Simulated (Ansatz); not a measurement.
**BeO under a change: 2 layers**

The parent structure is BeO in the wurtzite structure (space group P6_3mc, No. 186; a = 2.690 Å, c = 4.370 Å). Axes: x lies along a and z along c of the hexagonal cell.

The change: a free-standing slab of 2 layers (8 atoms, 4 a layer) is cut normal to the y axis, with 15 Å of vacuum and the in-plane cell held at bulk.

Method: r2SCAN in Ansatz (plane waves to 500 eV, PAW, no SOC). Settings: 12×8×1 k-points, 0.05 eV Fermi–Dirac smearing, for the changed cell.

* **Layer's space group (with vacuum)**: Pmc2_1 (No. 26)
* **Band gap**: 6.13 eV (base 8.55 eV)
* **Gap character**: direct at Γ
* **Valence-band top at Γ (three highest levels, from the VBM)**: 0.00, -0.27, -0.54 eV (base 0.00, -0.04, -0.04 eV)
* **Excess energy per area of both faces (slab less bulk energy over the cell's area: twice a surface energy)**: 2.19 J/m²
* **Thickness between the outermost nuclei**: 3.45 Å
* **Change of the spacing d12 from its bulk value of 0.777 Å**: -82.9 %
* **Change of the spacing d23 from its bulk value of 1.553 Å**: +87.6 %

The excess energy carries the mismatch between the slab's and the bulk's meshes. Whether these cells are dynamically stable was not tested. k-point labels follow each cell's own Brillouin zone.

Ansatz is a program for electronic structure.
